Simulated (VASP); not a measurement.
## C: single point with PBE+D3(BJ)

C:

```
C
1.0
     2.46496    0.00000    0.00000
    -1.23248    2.13472    0.00000
     0.00000    0.00000    6.74054
C
4
Direct
  0.00000 0.00000 0.00250
  0.00000 0.00000 0.50250
  0.33333 0.66667 0.00250
  0.66667 0.33333 0.50250
```

```json
{
  "Program": "VASP 6.6.1",
  "Task": "single point",
  "Functional": "PBE",
  "Dispersion": "D3(BJ)",
  "Potentials or basis": "VASP PAW PBE potentials, release 64 (C)",
  "Cutoff": "520 eV",
  "k mesh": "21 × 21 × 6",
  "Occupations": "gaussian, width 0.1 eV",
  "Spin": "no spin polarisation"
}
```

```yaml
Pressure: 0.4 GPa
Band_gap_on_the_k_mesh: none (metal or under the smearing width)
Dispersion_energy_per_atom: -0.155 eV
```

Stress tensor (GPa, compression positive):
```
 0.71  0.00  0.00
 0.00  0.71  0.00
 0.00  0.00 -0.08
```

Levels at points of the mesh, in eV from the Fermi level:
| k point | band 4 | band 5 | band 6 | band 7 | band 8 | band 9 | band 10 | band 11 | band 12 | band 13 |
| --- | --- | --- | --- | --- | --- | --- | --- | --- | --- | --- |
| (0.00, 0.00, 0.00) | -6.57 | -3.01 | -3.01 | -3.00 | -3.00 | 4.25 | 8.33 | 8.33 | 8.38 | 8.38 |
| (0.00, 0.00, 0.50) | -7.62 | -3.00 | -3.00 | -3.00 | -3.00 | 6.86 | 6.86 | 8.35 | 8.35 | 8.35 |

Run time: 86 s on 1 thread of Intel(R) Xeon(R) Platinum 8259CL CPU @ 2.50GHz (Skylake/Cascade Lake), on a shared host, peak memory 0.2 GiB.
